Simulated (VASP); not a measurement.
# BN (Fmm2) in VASP: further runs

One crystal, BN, is run at these levels: PBE, r2SCAN; tasks: RPA correlation energy, G0W0 quasiparticle levels, phonons.

Everything below comes from runs of VASP 6.6.1. Logs are shortened: lines on timing, memory, paths and dates and some standing lists are left out, and cuts for length are marked.

### Step 1. The structure

Symmetry: Fmm2, No. 42, orthorhombic system. The conventional cell has a = 2.503 Å, b = 6.991 Å, c = 4.332 Å, α = 90.00°, β = 90.00°, γ = 90.00°. N (site symmetry mm2) is surrounded by 3 B at 1.44 Å. B (site symmetry mm2) is surrounded by 3 N at 1.44 Å.

Measurements of this composition are mostly on another form, of space group No. 194.

### Step 2. RPA correlation energy, PBE (volume scaled by 1.04)

File POSCAR:

```
BN
1.0
    0.0000000000      3.5413121025      2.1945957093
    1.2681028322      0.0000000000      2.1945957093
    1.2681028322      3.5413121025      0.0000000000
N B
1 1
Direct
    0.6666513400      0.6666513400      0.3333486600
    0.0000486500      0.0000486500      0.9999513500
```

File INCAR.step1:

```
  PREC = Accurate
  ENCUT = 350
  EDIFF = 1E-8
  ISMEAR = 0
  SIGMA = 0.05
  LREAL = F
  LASPH = T
  NELM = 60
  ALGO = Normal
  LWAVE = T
  LCHARG = F
  GGA = PE
```

File INCAR.step2:

```
  PREC = Accurate
  ENCUT = 350
  EDIFF = 1E-8
  ISMEAR = 0
  SIGMA = 0.05
  LREAL = F
  LASPH = T
  NELM = 1
  ALGO = EIGENVAL
  LWAVE = F
  LCHARG = F
  GGA = PE
  LHFCALC = T
  AEXX = 1.0
  ALDAC = 0.0
  AGGAC = 0.0
  ISTART = 1
  PRECFOCK = Fast
```

File INCAR.step3:

```
  PREC = Accurate
  ENCUT = 350
  EDIFF = 1E-8
  ISMEAR = 0
  SIGMA = 0.05
  LREAL = F
  LASPH = T
  NELM = 1
  ALGO = Exact
  LWAVE = T
  LCHARG = F
  GGA = PE
  NBANDS = 302
  LOPTICS = T
  ISTART = 1
```

File INCAR.step4:

```
  PREC = Accurate
  ENCUT = 350
  EDIFF = 1E-8
  ISMEAR = 0
  SIGMA = 0.05
  LREAL = F
  LASPH = T
  NELM = 60
  ALGO = ACFDT
  LWAVE = F
  LCHARG = F
  GGA = PE
  NBANDS = 302
  ENCUTGW = 250
  NOMEGA = 8
  ISTART = 1
  PRECFOCK = Fast
```

File KPOINTS:

```
regular mesh
0
Gamma
  7 7 7
```

Potentials or basis: VASP PAW PBE potentials, release 64 (N_GW, B_GW).

Run with:

```console
$ cat potpaw_PBE.64/N_GW/POTCAR potpaw_PBE.64/B_GW/POTCAR > POTCAR
$ cp INCAR.step1 INCAR
$ mpirun -np 1 vasp_std > vasp.out
$ cp INCAR.step2 INCAR
$ mpirun -np 1 vasp_std > vasp.out
$ cp INCAR.step3 INCAR
$ mpirun -np 1 vasp_std > vasp.out
$ cp INCAR.step4 INCAR
$ mpirun -np 1 vasp_std > vasp.out
```

OUTCAR:

```text
PREC = Accurate
   ENCUT = 350
   EDIFF = 1E-8
   ISMEAR = 0
   LREAL = F
   LASPH = T
   NELM = 60
   GGA = PE
   ENCUTGW = 250
   ISTART = 1
   PRECFOCK = Fast

 ion  position               nearest neighbor table
   1  0.667  0.667  0.333-   2 1.46   2 1.46   2 1.46
   2  0.000  0.000  1.000-   1 1.46   1 1.46   1 1.46

  LATTYP: Found a face centered orthorhombic cell.
 ALAT       =     2.5362056644
 B/A-ratio  =     1.7306133648
 C/A-ratio  =     2.7926064138

  Lattice vectors:

 A1 = (   0.0000000000,   3.5413121025,   2.1945957093)
 A2 = (  -1.2681028322,   3.5413121025,   0.0000000000)
 A3 = (  -1.2681028322,   0.0000000000,   2.1945957093)

Analysis of symmetry for initial positions (statically):
=====================================================================
 Subroutine PRICEL returns:
 Original cell was already a primitive cell.

 Routine SETGRP: Setting up the symmetry group for a
 face centered orthorhombic supercell.

 Subroutine GETGRP returns: Found  4 space group operations
 (whereof  4 operations were pure point group operations)
 out of a pool of  8 trial point group operations.

The static configuration has the point symmetry C_2v.

Analysis of symmetry for dynamics (positions and initial velocities):
=====================================================================
 Subroutine PRICEL returns:
 Original cell was already a primitive cell.

 Routine SETGRP: Setting up the symmetry group for a
 face centered orthorhombic supercell.

 Subroutine GETGRP returns: Found  4 space group operations
 (whereof  4 operations were pure point group operations)
 out of a pool of  8 trial point group operations.

The dynamic configuration has the point symmetry C_2v.

 Subroutine INISYM returns: Found  4 space group operations
 (whereof  4 operations are pure point group operations),
 and found     1 'primitive' translations

----------------------------------------------------------------------------------------

                                     Primitive cell

  volume of cell :      19.7108

  direct lattice vectors                    reciprocal lattice vectors
     0.000000000  3.541312103  2.194595709    -0.394289790  0.141190605  0.227832397
     1.268102832  0.000000000  2.194595709     0.394289790 -0.141190605  0.227832397
     1.268102832  3.541312103  0.000000000     0.394289790  0.141190605 -0.227832397

  length of vectors
     4.166190314  2.534627215  3.761512488     0.476767057  0.476767057  0.476767057

  position of ions in fractional coordinates (direct lattice)
     0.666651340  0.666651340  0.333348660
     0.000048650  0.000048650  0.999951350

  ion indices of the primitive-cell ions
   primitive index   ion index
                 1           1
                 2           2

----------------------------------------------------------------------------------------

 KPOINTS: regular mesh

Automatic generation of k-mesh.
 Grid dimensions read from file:
 generate k-points for:    7    7    7

 Generating k-lattice:

  Cartesian coordinates                     Fractional coordinates (reciprocal lattice)
    -0.056327113  0.020170086  0.032547485     0.142857143  0.000000000  0.000000000
     0.056327113 -0.020170086  0.032547485     0.000000000  0.142857143 -0.000000000
     0.056327113  0.020170086 -0.032547485     0.000000000 -0.000000000  0.142857143

  Length of vectors
     0.068109580  0.068109580  0.068109580

  Shift w.r.t. Gamma in fractional coordinates (k-lattice)
     0.000000000  0.000000000  0.000000000

 Subroutine IBZKPT returns following result:
 ===========================================

 Found     64 irreducible k-points:

 Following reciprocal coordinates:
            Coordinates               Weight
  0.000000  0.000000  0.000000      1.000000
  0.142857  0.000000  0.000000      8.000000
  0.285714  0.000000  0.000000      8.000000
  0.428571  0.000000 -0.000000      8.000000
  0.142857  0.142857  0.000000      2.000000
  0.285714  0.142857  0.000000      8.000000
[... 16 lines left out ...]
  0.000000  0.142857  0.142857      2.000000
  0.285714  0.142857  0.142857      4.000000
 [... further k-points ...]
   k-points           NKPTS =     64   k-points in BZ     NKDIM =    343   number of bands    NBANDS=    302
   number of dos      NEDOS =    301   number of ions     NIONS =      2
   total plane-waves  NPLWV =  10752
   dimension x,y,z NGX =    28 NGY =   16 NGZ =   24
   dimension x,y,z NGXF=    56 NGYF=   32 NGZF=   48
   ions per type =               1   1
   NGX,Y,Z   is equivalent  to a cutoff of  11.17, 10.49, 10.61 a.u.
   NGXF,Y,Z  is equivalent  to a cutoff of  22.35, 20.99, 21.21 a.u.
 SYSTEM =  unknown system
   PREC   = accura    normal or accurate (medium, high low for compatibility)
   ISTART =      1    job   : 0-new  1-cont  2-samecut
   ICHARG =      0    charge: 1-file 2-atom 10-const
   ISPIN  =      1    spin polarized calculation?
   LNONCOLLINEAR =      F non collinear calculations
   LSORBIT =      F    spin-orbit coupling
   LASPH  =      T    aspherical Exc in radial PAW
   ENCUT  =  350.0 eV  25.72 Ry    5.07 a.u.   6.36  3.87  5.74*2*pi/ulx,y,z
   NELM   =     60;   NELMIN=  2; NELMDL=  0     # of ELM steps
   EDIFF  = 0.1E-07   stopping-criterion for ELM
   LREAL  =      F    real-space projection
   EDIFFG = 0.1E-06   stopping-criterion for IOM
   NSW    =      0    number of steps for IOM
   IBRION =     -1    ionic relax: 0-MD 1-quasi-New 2-CG
   NFREE  =      0    steps in history (QN), initial steepest desc. (CG)
   ISIF   =      0    stress and relaxation
   ISYM   =      3    0-nonsym 1-usesym 2-fastsym
   POTIM  = 0.5000    time-step for ionic-motion
   TEBEG  =    0.0;   TEEND  =   0.0 temperature during run
   PSTRESS=    0.0 pullay stress
   NELECT =       8.0000    total number of electrons
   NUPDOWN=      -1.0000    fix difference up-down
   EMIN   =  10.00;   EMAX   =-10.00  energy-range for DOS
   EFERMI =   0.00;   METHOD = LEGACY
   ISMEAR =     0;   SIGMA  =   0.05  broadening in eV -4-tet -1-fermi 0-gaus
   EFERMI_NEDOS =   21; number of points for ismear=-14 and -15
   IALGO  =     38    algorithm
   IMIX   =      4    mixing-type and parameters
     AMIX     =   0.40;   BMIX     =  1.00
     AMIX_MAG =   1.60;   BMIX_MAG =  1.00
  volume/ion in A,a.u.               =       9.86        66.51
  Fermi-wavevector in a.u.,A,eV,Ry     =   1.212096  2.290530 19.989370  1.469177
  Thomas-Fermi vector in A             =   2.347591
   LORBIT       =      0    0 simple, 1 ext, 2 COOP (PROOUT), +10 PAW based schemes
   GGA     = PE    functional components
   LHFCALC =     T    Hartree Fock is set to
   PRECFOCK=fast      Normal, Fast or Accurate (Low or Medium for compatibility)
   ENCUT4O =  -1.0   cutoff for four orbital integrals eV
   NKREDX  =     1    reduce k-point grid by
   NKREDY  =     1    reduce k-point grid by
   NKREDZ  =     1    reduce k-point grid by
   AEXX    =    1.0000 exact exchange contribution
   HFSCREEN=    0.0000 screening length (either q_TF or 0.3 A-1)
   HFSCREENC=   0.0000 screening length for correlation (either q_TF or 0.3 A-1)
   ENCUTFOCK=  -1.0 apply spherical cutoff to Coloumb kernel
   IVDW    =     0    specifies the selected vdW correction
   LEPSILON=     F    determine dielectric tensor
   LRPA    =     F    only Hartree local field effects (RPA)
   LRPAFORCE           =     F    calculate RPA forces
   ENCUTGW             = 250.0    cutoff for response function in eV
   ENCUTGWSOFT         = 200.0    soft cutoff for Coulomb kernel in GW response function in eV
   ENCUTLF             =  -1.0    cutoff for local field effects
   NELMGW              =     1    number of iterations in solving QP/BSE equation
   NELMHF              =     1    number of iterations in the inner HF iteration
   NKREDLFX            =     1    NKREDLFY  =   1   NKREDLFZ  =   1
 non-spin polarized calculation
 Gauss-broadening in eV      SIGMA  =   0.05
  energy-cutoff  :      350.00
  volume of cell :       19.71
 maximum number of plane-waves:       302
 NGX is ok and might be reduce to    28
  NGX = 16; NGY = 10; NGZ = 14
   NGX = 13   NGY =  7   NGZ = 11
 maximum number of plane-waves:       191

      cutoff energy     smooth cutoff   RPA   correlation   Hartree contr. to MP2
---------------------------------------------------------------------------------
            250.000           200.000      -11.8918041409      -18.0911286538
            238.095           190.476      -11.8170983865      -18.0072664208
            226.757           181.406      -11.7352337033      -17.9145162586
            215.959           172.768      -11.6464855906      -17.8129959711
            205.676           164.541      -11.5504304974      -17.7020123674
            195.882           156.705      -11.4475665537      -17.5819075801
            186.554           149.243      -11.3373332872      -17.4517380045
            177.670           142.136      -11.2201670478      -17.3117080901
  linear regression
  converged value                          -12.8993991382      -19.2638687606
```

Run time: 26 min. Hardware: 1 thread of Intel Xeon 6975P-C (Granite Rapids), shared host; peak memory 0.73 GiB.

The run converged, but a check on its numbers failed (symmetry, net force, bounds or a known fault of this set-up), so they aren't taken as properties of the crystal.

Caveat: the k mesh is coarse (spacing up to 0.43 Å⁻¹), so the values aren't converged; the cutoff lies under the usual one of these potentials, so the numbers hold a large basis-set error; an odd mesh through Γ misses points on the zone boundary, where band edges often lie.

### Step 3. G0W0 quasiparticle levels, PBE

File POSCAR:

```
BN
1.0
    0.0000000000      3.4953158300      2.1660912400
    1.2516321000      0.0000000000      2.1660912400
    1.2516321000      3.4953158300      0.0000000000
N B
1 1
Direct
    0.6666513400      0.6666513400      0.3333486600
    0.0000486500      0.0000486500      0.9999513500
```

File INCAR.step1:

```
SYSTEM = BN
PREC = Accurate
ENCUT = 450
EDIFF = 1E-8
ISMEAR = 0
SIGMA = 0.01
LREAL = .False.
LASPH = .True.
NELM = 100
ALGO = Normal
LWAVE = .True.
LCHARG = .False.
GGA = PE
```

File INCAR.step2:

```
SYSTEM = BN
PREC = Accurate
ENCUT = 450
EDIFF = 1E-8
ISMEAR = 0
SIGMA = 0.01
LREAL = .False.
LASPH = .True.
NELM = 1
ALGO = Exact
LWAVE = .True.
LCHARG = .False.
GGA = PE
NBANDS = 47
LOPTICS = .True.
ISTART = 1
```

File INCAR.step3:

```
SYSTEM = BN
PREC = Accurate
ENCUT = 450
EDIFF = 1E-8
ISMEAR = 0
SIGMA = 0.01
LREAL = .False.
LASPH = .True.
ALGO = EVGW0
LWAVE = .True.
LCHARG = .False.
GGA = PE
NELMGW = 1
NBANDS = 47
ENCUTGW = 100
NOMEGA = 64
PRECFOCK = Fast
ISTART = 1
NBANDSGW = 12
```

File INCAR.step4:

```
SYSTEM = BN
PREC = Accurate
ENCUT = 450
EDIFF = 1E-8
ISMEAR = 0
SIGMA = 0.01
LREAL = .False.
LASPH = .True.
ALGO = BSE
LWAVE = .False.
LCHARG = .False.
GGA = PE
NBANDS = 47
ENCUTGW = 100
NBANDSO = 4
NBANDSV = 6
ANTIRES = 0
OMEGAMAX = 20
PRECFOCK = Fast
ISTART = 1
NBSEEIG = 10
```

File KPOINTS:

```
Automatic mesh
0
Gamma
  7 7 7
  0 0 0
```

Potentials or basis: VASP PAW PBE potentials, release 64 (N_GW, B_GW).

Run with:

```console
$ cat potpaw_PBE.64/N_GW/POTCAR potpaw_PBE.64/B_GW/POTCAR > POTCAR
$ cp INCAR.step1 INCAR
$ mpirun -np 1 vasp_std > vasp.out
$ cp INCAR.step2 INCAR
$ mpirun -np 1 vasp_std > vasp.out
$ cp INCAR.step3 INCAR
$ mpirun -np 1 vasp_std > vasp.out
$ cp INCAR.step4 INCAR
$ mpirun -np 1 vasp_std > vasp.out
```

OUTCAR:

```text
SYSTEM = BN
   PREC = Accurate
   ENCUT = 450
   EDIFF = 1E-8
   ISMEAR = 0
   LREAL = .False.
   LASPH = .True.
   GGA = PE
   ENCUTGW = 100
   PRECFOCK = Fast
   ISTART = 1

 ion  position               nearest neighbor table
   1  0.667  0.667  0.333-   2 1.44   2 1.44   2 1.44
   2  0.000  0.000  1.000-   1 1.44   1 1.44   1 1.44

  LATTYP: Found a face centered orthorhombic cell.
 ALAT       =     2.5032642000
 B/A-ratio  =     1.7306133647
 C/A-ratio  =     2.7926064137

  Lattice vectors:

 A1 = (   0.0000000000,   3.4953158300,   2.1660912400)
 A2 = (  -1.2516321000,   3.4953158300,   0.0000000000)
[... 144 lines left out ...]
   EFERMI_NEDOS =   21; number of points for ismear=-14 and -15
   IALGO  =     38    algorithm
   IMIX   =      4    mixing-type and parameters
     AMIX     =   0.40;   BMIX     =  1.00
     AMIX_MAG =   1.60;   BMIX_MAG =  1.00
  volume/ion in A,a.u.               =       9.48        63.95
  Fermi-wavevector in a.u.,A,eV,Ry     =   1.228047  2.320672 20.518928  1.508099
  Thomas-Fermi vector in A             =   2.362987
   LORBIT       =      0    0 simple, 1 ext, 2 COOP (PROOUT), +10 PAW based schemes
   GGA     = PE    functional components
   LHFCALC =     T    Hartree Fock is set to
   PRECFOCK=fast      Normal, Fast or Accurate (Low or Medium for compatibility)
   ENCUT4O =  -1.0   cutoff for four orbital integrals eV
   NKREDX  =     1    reduce k-point grid by
   NKREDY  =     1    reduce k-point grid by
   NKREDZ  =     1    reduce k-point grid by
   AEXX    =    1.0000 exact exchange contribution
   HFSCREEN=    0.0000 screening length (either q_TF or 0.3 A-1)
   HFSCREENC=   0.0000 screening length for correlation (either q_TF or 0.3 A-1)
   ENCUTFOCK=  -1.0 apply spherical cutoff to Coloumb kernel
   IVDW    =     0    specifies the selected vdW correction
   LEPSILON=     F    determine dielectric tensor
   LRPA    =     F    only Hartree local field effects (RPA)
   LRPAFORCE           =     F    calculate RPA forces
   ENCUTGW             = 100.0    cutoff for response function in eV
   ENCUTGWSOFT         =  80.0    soft cutoff for Coulomb kernel in GW response function in eV
   ENCUTLF             =  -1.0    cutoff for local field effects
   NELMGW              =     1    number of iterations in solving QP/BSE equation
   NELMHF              =     1    number of iterations in the inner HF iteration
   NKREDLFX            =     1    NKREDLFY  =   1   NKREDLFZ  =   1
 non-spin polarized calculation
 Gauss-broadening in eV      SIGMA  =   0.01
  energy-cutoff  :      450.00
  volume of cell :       18.95
 maximum number of plane-waves:       431
  NGX = 20; NGY = 12; NGZ = 18
   NGX = 15   NGY =  9   NGZ = 13
 maximum number of plane-waves:        50
 NGX is ok and might be reduce to    14

 BSE (scaLAPACK) attempting allocation of   0.130 Gbyte  rank=   2853

=======================================================================
```

OUTCAR.step2:

```text
SYSTEM = BN
   PREC = Accurate
   ENCUT = 450
   EDIFF = 1E-8
[... 1016 lines left out ...]
  --------------------------------------------------------------------------------------------------------------
     0.00000     4.65334     2.79589     4.68763     0.00000     0.00000     0.00000
     1.37522     4.79591     2.82361     4.83505     0.00000     0.00000     0.00000
     2.75044     5.35218     2.91873     5.41455     0.00000     0.00000     0.00000
     4.12566     7.20950     3.14607     7.40895     0.00000     0.00000     0.00000
     5.50088     3.00301     2.95946    -2.07423     0.00000     0.00000     0.00000
     6.87610     0.43278     3.28605    -0.53883     0.00000     0.00000     0.00000
[... 92 lines left out ...]
   134.77162     0.96789     0.96744     0.96789     0.00000     0.00000     0.00000
   136.14684     0.96859     0.96817     0.96859     0.00000     0.00000     0.00000
```

Wall time 18 min (1 thread of Intel Xeon Platinum 8559C (Emerald Rapids), shared host); peak memory 0.65 GiB.

Results:

- Band gap on the k mesh, mean-field level: 4.18 eV, indirect (least direct gap 5.05 eV)
- Quasiparticle gap: 5.65 eV
- Least direct quasiparticle gap: 6.72 eV

Dielectric function (mean over the directions given):
| energy (eV) | real part | imaginary part |
| --- | --- | --- |
| 0.32 | 3.77 | 0.00 |
| 1.28 | 3.86 | 0.02 |
| 2.32 | 4.11 | 0.04 |
| 3.36 | 4.70 | 0.08 |
| 4.40 | 6.33 | 0.30 |
| 5.45 | 20.85 | 20.25 |
| 6.49 | -1.26 | 1.78 |
| 7.53 | 0.37 | 1.09 |
| 8.57 | 1.73 | 0.49 |
| 9.61 | 3.24 | 2.33 |
| 10.57 | 1.32 | 1.20 |
| 11.61 | 1.75 | 0.73 |
| 12.65 | 3.36 | 1.17 |
| 13.69 | 12.18 | 7.37 |
| 14.73 | -1.72 | 2.66 |
| 15.78 | -1.03 | 2.28 |
| 16.82 | -0.74 | 1.95 |
| 17.86 | -0.85 | 1.16 |
| 18.90 | -1.07 | 0.89 |
| 19.94 | -0.67 | 0.07 |

Lowest excitation energies (eV) and strengths:
| energy | strength |
| --- | --- |
| 5.526 | 95.2 |
| 5.534 | 90.1 |
| 6.012 | 5.74 |
| 6.043 | 0.006 |
| 6.142 | 12.3 |
| 6.179 | 0.125 |
| 6.215 | 0.0328 |
| 6.240 | 2.75 |
| 6.308 | 3.78 |
| 6.321 | 2.7 |

Caveat: the k mesh is coarse (spacing up to 0.43 Å⁻¹), so the values aren't converged; bands, screening cutoff and mesh are small and nothing is extrapolated, so the quasiparticle values aren't converged; spectra need much finer meshes, so this one isn't converged; an odd mesh through Γ misses points on the zone boundary, where band edges often lie.

[end of part 1 of 2]
